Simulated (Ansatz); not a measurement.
Runs of Ansatz 0.2.0 on PtSe2 (Sudovikovite). It takes space group P-3m1 (No. 164, trigonal). The conventional cell has a = 3.724 Å, b = 3.724 Å, c = 5.062 Å, α = 90.00°, β = 90.00°, γ = 120.00°. Pt (site symmetry -3m) has 6 Se at 2.49 Å as nearest neighbours. Around Se (site symmetry 3m) lie 3 Pt at 2.49 Å. 

```tsv
task	level	potentials or basis	spin	cell	k mesh	cutoff (eV)	atoms under strain	points for each segment of the path	gap on the mesh (eV)	pressure (GPa)	relaxed volume (Å³/atom)	largest force (eV/Å)
elastic constants	PBEsol	Ansatz PAW	off	as given	7 × 7 × 5	420	relaxed	-	none	0.2	-	-
relaxation of cell and atoms	revPBE+D4	Ansatz PAW	off	relaxed	8 × 8 × 5	420	-	-	-	0.0	19.28	-
band structure	r2SCAN	Ansatz PAW	SOC, no magnetisation	as given	8 × 8 × 5	500	-	14	none	4.9	-	(a)
band structure	PBE	JTH PAW	off	as given	8 × 8 × 5	750	-	14	none	7.9	-	0.68
relaxation of cell and atoms	BPBE	Ansatz PAW	off	relaxed	8 × 8 × 5	420	-	-	1.39	0.0	35.96	-
single point	PBE	Ansatz PAW	off	as given	8 × 8 × 5	250	-	-	none	(b)	-	0.58
```

Alike in all rows: smearing fermi-dirac 0.05 eV.

Q: Fill in the values left out.

A: (a) 0.37; (b) 7.3.

Caveats: the PAW data sets come from PBE, with cores solved anew for the run's functional, which leaves a small shift of forces and pressure (some runs); the plane-wave basis is chosen anew once the cell has moved, so the energies of steps on either side of that aren't comparable (some runs); spin-orbit coupling is left out, which moves the levels of the heavy elements (some runs); elastic constants of metals need much finer meshes, so these are rough (some runs); the volume moved by over 15 % at a fixed basis, so the end points are rough (some runs); odd divisions of the mesh miss points on the zone boundary, where band edges often lie, so the gap on the mesh can be too wide (some runs); the volume moved by +77 % from the deposited cell, more than functionals usually miss (some runs).

A k mesh can miss the band edges, and rows without SOC leave out spin-orbit coupling on Pt, Se.

A gap of «none» marks a metal or a gap under the smearing width.

The runs don't all hold the same shells in valence.
